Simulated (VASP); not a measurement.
Si under changes of volume

One of the cells (20.568 Å³/atom); the others are scaled copies at fixed shape and fractional positions:

```
Si
1.0
     0.00000    2.73988    2.73988
     2.73988    0.00000    2.73988
     2.73988    2.73988    0.00000
Si
2
Direct
  0.50000 0.50000 0.50000
  0.75000 0.75000 0.75000
```

| Item | Value |
| --- | --- |
| Program | VASP 6.6.1 |
| Functional | PBE |
| Potentials or basis | VASP PAW PBE potentials, release 64 (Si) |
| Cutoff | 520 eV |
| k mesh | 8 × 8 × 8 |
| Occupations | fermi-dirac, width 0.05 eV |
| Spin | no spin polarisation |

```csv
volume (Å³/atom),energy over the lowest point (meV/atom),pressure (GPa),gap on the mesh (eV)
18.955,?,?,?
19.358,17.50,5.5,0.56
19.761,6.56,3.3,0.59
20.568,0.00,-0.5,0.66
20.971,3.39,-2.1,0.69
21.375,10.63,-3.6,0.72
```

Q: What does the run at 18.955 Å³/atom give?

A: Energy over the lowest point 34.30 meV/atom; pressure 7.9 GPa; gap on the mesh 0.52 eV.

Worked out: A Birch-Murnaghan fit of order 3 (a polynomial in V^(-2/3)) to the other rows has its minimum at 20.45 Å³/atom with B0 = V·E''(V) = 89 GPa and B' = 4.4. It gives 34.33 meV/atom at 18.955 Å³/atom, against the run's 34.30, and -dE/dV = 7.9 GPa, against 7.9. A straight line through the other rows of the gap, of slope 1.64 eV per unit of ln V, extrapolates to 0.52 eV, against the run's 0.52.

Energies are extrapolated to zero smearing.

A mesh can miss the band edges.
